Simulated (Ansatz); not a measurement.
# SiNi (Pnma) in Ansatz: band structure with r2SCAN

Aim: the band structure of SiNi with r2SCAN.

All numbers are computed with Ansatz 0.2.0; they aren't measurements. Logs are shortened: lines on timing, memory, paths and dates and some standing lists are left out, and cuts for length are marked.

**1. The crystal as given**

The structure is orthorhombic, space group Pnma (No. 62). The conventional cell has a = 5.173 Å, b = 3.338 Å, c = 5.605 Å, α = 90.00°, β = 90.00°, γ = 90.00°. Around Ni (site symmetry m) lie 6 Si at 2.28 to 2.40 Å. Around Si (site symmetry m) lie 6 Ni at 2.28 to 2.40 Å.

**2. Band structure, r2SCAN, collinear spin, ferromagnetic start**

input.yaml reads:

```yaml
crystal:
  lattice:
    - [5.1731, 0.0, 0.0]
    - [0.0, 3.3381, 0.0]
    - [0.0, 0.0, 5.6049]
  atoms:
    - { symbol: Ni, position: [0.99221, 0.75, 0.81248], spin: 1.0 }
    - { symbol: Ni, position: [0.50779, 0.25, 0.31248], spin: 1.0 }
    - { symbol: Ni, position: [0.49221, 0.75, 0.68752], spin: 1.0 }
    - { symbol: Ni, position: [0.00779, 0.25, 0.18752], spin: 1.0 }
    - { symbol: Si, position: [0.67872, 0.25, 0.9175] }
    - { symbol: Si, position: [0.82128, 0.75, 0.4175] }
    - { symbol: Si, position: [0.17872, 0.25, 0.5825] }
    - { symbol: Si, position: [0.32128, 0.75, 0.0825] }
hamiltonian:
  xc: r2scan
  pseudopotentials: { kind: paw }
magnetization:
  spin_polarized: true
kpoints:
  mp_grid: { grid: [5, 8, 5] }
  band_path:
    path:
      - [[0.0, 0.0, 0.0], [0.0, -0.5, 0.0], [-0.5, -0.5, 0.0], [-0.5, 0.0, 0.0], [0.0, 0.0, 0.0], [0.0, 0.0, -0.5], [0.0, -0.5, -0.5], [-0.5, -0.5, -0.5], [-0.5, 0.0, -0.5], [0.0, 0.0, -0.5]]
      - [[-0.5, 0.0, 0.0], [-0.5, 0.0, -0.5]]
      - [[0.0, -0.5, -0.5], [0.0, -0.5, 0.0]]
      - [[-0.5, -0.5, 0.0], [-0.5, -0.5, -0.5]]
    npoints: 10
scf:
  occupations: { method: fermi_dirac, width: 0.05 }
  n_extra_bands: 20
output:
  forces: true
  stress: true
  eigenvalues: true
  fatbands: false
```

Potentials or basis: Ansatz PAW.

Run with:

```bash
$ ansatz run input.yaml --threads 4 --pin off --max-ram 11264MiB --backend cpu --events-out ev --progress --plain --runs-dir out
```

The program printed:

```text
Warning: RAYON_NUM_THREADS=4 ignored (pool sized by the plan → 4); use --threads N
scf.n_extra_bands = 20 over 44 filled bands (N_el = 88.0): the run solves 64 bands
Engine: ansatz 0.2.0, aarch64-unknown-linux-gnu
Pseudopotentials: kind: paw
Pseudopotential: Ni, paw, valence charge 18, recommended cutoff 500 eV (meta_gga), Ni.paw.azcp
Pseudopotential: Si, paw, valence charge 4, recommended cutoff 500 eV (meta_gga), Si.paw.azcp
Functional definition: r2SCAN
  parameter k0 = 0.174
  parameter k1 = 0.065
  parameter a1 = 4.9479
  exchange = r2scan_x(k0 = k0, k1 = k1, a1 = a1)
  correlation = r2scan_c
Crystal: 8 atoms, lattice volume = 96.787 Å³
Basis set: ecut = 500 eV, 2451 PW (Γ), exchange–correlation on 160×100×180 points (64 copies of the dense FFT grid, shifted against one another)
Bands: 64, of which v1, the nominal top of the filled ones, is band 44 counted from 1 (43 counted from 0)
Symmetry: 8 space group operations
Space group: Pnma (ITA 62), of the structure as read, at distance tolerance 4.6e-5 Å
Magnetic group: BNS 62.441 (UNI 539), of the structure as read, at distance tolerance 4.6e-5 Å
k-points: 45 of 200
Non-local potential: Ni, projectors of the file, l = 0: 3, l = 1: 2, l = 2: 3, l = 3: 1
Non-local potential: Si, projectors of the file, l = 0: 2, l = 1: 2, l = 2: 2
PAW form: soft (Blöchl's): semilocal exchange-correlation on the pseudo side does not see the compensation charge
PAW frozen core: Ni, regenerated for the run's functional (the file was generated under x = pbe(κ = 0.804, μ = 0.2195149727645171), c = pbe(β = 0.06672455060314922))
PAW frozen core: Si, regenerated for the run's functional (the file was generated under x = pbe(κ = 0.804, μ = 0.2195149727645171), c = pbe(β = 0.06672455060314922))
PAW one-centre angular grid: Ni, 590 points (default); XC on 160 Gauss nodes
PAW one-centre angular grid: Si, 302 points (default); XC on 160 Gauss nodes
Initial density: superposition of atomic densities (chi_scale 0.1, normalization cell)
Starting moments: Σ|m| = 4 μB on 4 of 8 sites
[... 38 lines left out ...]
Free energy (F): -25941.214616 eV
Harris-Foulkes:  -25941.214616 eV  (|F-HF|=1.15e-9)
Internal energy: -25941.197676 eV  (E = F + TS)
E sigma→0 (E₀):  -25941.206146 eV
Entropy (-TS):   -0.016941 eV (-2.118 meV/atom)
Fermi energy:    14.674930 eV
--- Per-component energies (eV) ---
  E_band       = -1404.019154
  E_kinetic    = 1309.681027
  E_local      = -17872.649158  (includes V_loc(G=0)·N_el)
  E_nonlocal   = 2651.450620
  E_hartree    = 7698.545807
  E_xc         = -529.758512
  E_vxc        = -682.150822  (∫ρ·V_xc dr)
  E_paw        = -8653.846919  (= ΣΔE_a)
  E_vpaw       = -2252.217607  (= ΣTr[D̂ρ^β])
  E_aug_tail   = 0.001006  (compensation charges beyond the density's cutoff)
  E_vtau       = 44.782909  (kinetic-family band-sum trace: ∫τ·v_τ [+ j·A + Jᵃ·Aᵃ] dr)
  E_ewald      = -10543.115540
  E_core_change = -1.506006  (= ΣΔE_core)
  E_smearing   = -0.016941  (= −TS)
  E_closure    = -0.000000  (closes the sum)
  Σ components = -25941.214616   (vs F -25941.214616, Δ=0.00e0)
--- Forces (eV/Å), atoms counted from 1 ---
  atom   1  Ni     0.04726999    -0.00000000    -0.13800421
  atom   2  Ni    -0.04726999    -0.00000000    -0.13800421
  atom   3  Ni     0.04726999     0.00000000     0.13800421
  atom   4  Ni    -0.04726999     0.00000000     0.13800421
  atom   5  Si     0.00538267    -0.00000000     0.02529128
  atom   6  Si    -0.00538267     0.00000000     0.02529128
  atom   7  Si     0.00538267    -0.00000000    -0.02529128
  atom   8  Si    -0.00538267     0.00000000    -0.02529128
  max |Σ_I F_I| component: 1.21e-17 eV/Å
--- Stress (GPa, compression-positive) ---
       -5.510150       0.000000       0.000000
        0.000000      -1.204289      -0.000000
        0.000000      -0.000000      -3.025476
  P = ⅓ Tr σ = -3.2466 GPa (-32.466 kbar)
--- Band table (eV; the first three rows and the last of 90) ---
  k-point 0 ↑: bands = ["-92.9634", "-92.9593", "-92.9591", "-92.9551", "-51.9435", "-51.9393", "-51.9224", "-51.9096", "-51.9029", "-51.8983", "-51.8584", "-51.8543", "-51.8532", "-51.8480", "-51.8357", "-51.8305", "0.9396", "4.4353", "5.8464", "6.4131", "7.7252", "8.2985", "10.0285", "10.4905", "10.5227", "10.5758", "10.5784", "10.6070", "10.8587", "11.2123", "11.4002", "11.5251", "11.6325", "11.8192", "12.1709", "12.1795", "12.2866", "12.3941", "12.5002", "12.6012", "12.6299", "13.3942", "13.5352", "13.5778", "15.2100", "15.9931", "18.1936", "18.8645", "19.1384", "19.7114", "19.7749", "21.0500", "21.5505", "21.7441", "21.7948", "22.1117", "23.5460", "24.2147", "24.9062", "25.2320", "25.3068", "25.9779", "26.0828", "26.2697"]
  k-point 1 ↑: bands = ["-92.9632", "-92.9605", "-92.9579", "-92.9553", "-51.9431", "-51.9397", "-51.9214", "-51.9114", "-51.9019", "-51.8985", "-51.8580", "-51.8547", "-51.8528", "-51.8487", "-51.8350", "-51.8309", "1.1305", "3.6875", "6.3179", "6.5052", "7.6440", "8.8291", "9.4005", "10.3099", "10.4216", "10.5883", "10.6227", "10.8746", "10.9005", "11.2918", "11.4124", "11.4446", "11.7478", "11.9191", "12.0894", "12.1052", "12.1664", "12.3389", "12.3599", "12.5803", "12.8955", "13.1992", "13.5898", "14.1043", "15.4805", "16.5145", "17.4927", "18.5404", "19.2344", "19.3263", "19.5551", "21.0517", "21.6651", "21.8933", "21.9121", "22.0953", "23.8805", "23.9999", "24.0695", "24.2323", "24.5345", "25.5094", "26.4603", "26.9402"]
  k-point 2 ↑: bands = ["-92.9626", "-92.9617", "-92.9568", "-92.9558", "-51.9420", "-51.9407", "-51.9186", "-51.9150", "-51.9004", "-51.8993", "-51.8569", "-51.8557", "-51.8517", "-51.8501", "-51.8336", "-51.8320", "1.6927", "2.5852", "6.7455", "6.8632", "7.5478", "8.2864", "9.7233", "10.1185", "10.6195", "10.7208", "10.7235", "10.8667", "11.1485", "11.3469", "11.3756", "11.4433", "11.6933", "11.7309", "11.9054", "11.9065", "12.2135", "12.4144", "12.5140", "12.5141", "12.9169", "13.0792", "13.9054", "14.9665", "15.1307", "16.3110", "17.6379", "18.2486", "19.1455", "19.4982", "20.2018", "20.8181", "20.8512", "20.9245", "21.9541", "22.4578", "22.6023", "23.4068", "23.6489", "23.9615", "25.2852", "25.6709", "26.2634", "27.5820"]
  k-point 44 ↓: bands = ["-92.9598", "-92.9598", "-92.9585", "-92.9585", "-51.9304", "-51.9304", "-51.9285", "-51.9285", "-51.8869", "-51.8869", "-51.8725", "-51.8725", "-51.8438", "-51.8438", "-51.8422", "-51.8422", "5.3905", "5.3905", "5.7087", "5.7087", "7.7254", "7.7254", "8.2404", "8.2404", "10.7320", "10.7320", "10.8140", "10.8140", "11.0450", "11.0450", "11.2867", "11.2867", "11.8000", "11.8000", "11.9365", "11.9365", "12.3459", "12.3459", "12.4396", "12.4396", "12.6306", "12.6306", "12.6722", "12.6722", "16.4195", "16.4195", "17.3594", "17.3594", "18.0627", "18.0627", "18.7702", "18.7702", "20.4593", "20.4593", "20.9801", "20.9801", "22.1088", "22.1088", "22.9117", "22.9117", "25.8618", "25.8618", "28.0694", "28.0694"]
```

It took 64 s on 4 threads of Arm Neoverse V2, shared host; peak memory 1.2 GiB.

What came out:

- Free energy: -25941.2146 eV
- Pressure: -3.2 GPa
- Largest force: 0.146 eV/Å
- Band gap on the k mesh: none (metal or under the smearing width)
- Net moment: 0.00 μB per cell
- Absolute moment: 0.00 μB per cell

Forces on the atoms (eV/Å):
```
Ni   0.047  0.000 -0.138
Ni  -0.047  0.000 -0.138
Ni   0.047  0.000  0.138
Ni  -0.047  0.000  0.138
Si   0.005  0.000  0.025
Si  -0.005  0.000  0.025
Si   0.005  0.000 -0.025
Si  -0.005  0.000 -0.025
```

Levels at the corners of the path, in eV from the Fermi level:
Spin up:
```tsv
point	band 42	band 43	band 44	band 45	band 46	band 47
Γ	-1.28	-1.14	-1.10	0.54	1.32	3.52
X	-2.04	-1.58	-1.58	-0.65	-0.65	2.06
S	-1.84	-1.84	-1.84	0.52	0.52	0.52
Y	-2.01	0.93	0.93	1.16	1.16	4.08
Γ	-1.28	-1.14	-1.10	0.54	1.32	3.52
Z	-1.66	-0.34	-0.34	1.03	1.03	3.47
U	-2.11	-1.84	-1.84	0.07	0.07	1.43
R	-2.03	-2.03	-2.03	2.63	2.63	2.63
T	-1.20	0.67	0.67	2.47	2.47	2.93
Z	-1.66	-0.34	-0.34	1.03	1.03	3.47
Y	-2.01	0.93	0.93	1.16	1.16	4.08
T	-1.20	0.67	0.67	2.47	2.47	2.93
U	-2.11	-1.84	-1.84	0.07	0.07	1.43
X	-2.04	-1.58	-1.58	-0.65	-0.65	2.06
S	-1.84	-1.84	-1.84	0.52	0.52	0.52
R	-2.03	-2.03	-2.03	2.63	2.63	2.63
```
Spin down:
| point | band 41 | band 42 | band 43 | band 44 | band 45 | band 46 | band 47 | band 48 |
| --- | --- | --- | --- | --- | --- | --- | --- | --- |
| Γ | -2.05 | -1.28 | -1.14 | -1.10 | 0.54 | 1.32 | 3.52 | 4.19 |
| X | -2.04 | -2.04 | -1.58 | -1.58 | -0.64 | -0.64 | 2.06 | 2.06 |
| S | -1.84 | -1.84 | -1.84 | -1.84 | 0.52 | 0.52 | 0.52 | 0.52 |
| Y | -2.01 | -2.01 | 0.93 | 0.93 | 1.16 | 1.16 | 4.08 | 4.08 |
| Γ | -2.05 | -1.28 | -1.14 | -1.10 | 0.54 | 1.32 | 3.52 | 4.19 |
| Z | -1.66 | -1.66 | -0.34 | -0.34 | 1.03 | 1.03 | 3.47 | 3.47 |
| U | -2.11 | -2.11 | -1.84 | -1.84 | 0.07 | 0.07 | 1.43 | 1.43 |
| R | -2.03 | -2.03 | -2.03 | -2.03 | 2.63 | 2.63 | 2.63 | 2.63 |
| T | -1.20 | -1.20 | 0.67 | 0.67 | 2.47 | 2.47 | 2.93 | 2.93 |
| Z | -1.66 | -1.66 | -0.34 | -0.34 | 1.03 | 1.03 | 3.47 | 3.47 |
| Y | -2.01 | -2.01 | 0.93 | 0.93 | 1.16 | 1.16 | 4.08 | 4.08 |
| T | -1.20 | -1.20 | 0.67 | 0.67 | 2.47 | 2.47 | 2.93 | 2.93 |
| U | -2.11 | -2.11 | -1.84 | -1.84 | 0.07 | 0.07 | 1.43 | 1.43 |
| X | -2.04 | -2.04 | -1.58 | -1.58 | -0.64 | -0.64 | 2.06 | 2.06 |
| S | -1.84 | -1.84 | -1.84 | -1.84 | 0.52 | 0.52 | 0.52 | 0.52 |
| R | -2.03 | -2.03 | -2.03 | -2.03 | 2.63 | 2.63 | 2.63 | 2.63 |

Caveat: the magnetic or orbital state may not be the lowest; the PAW data sets come from PBE, with cores solved anew for the run's functional, which leaves a small shift of forces and pressure; the starting moments weren't kept.
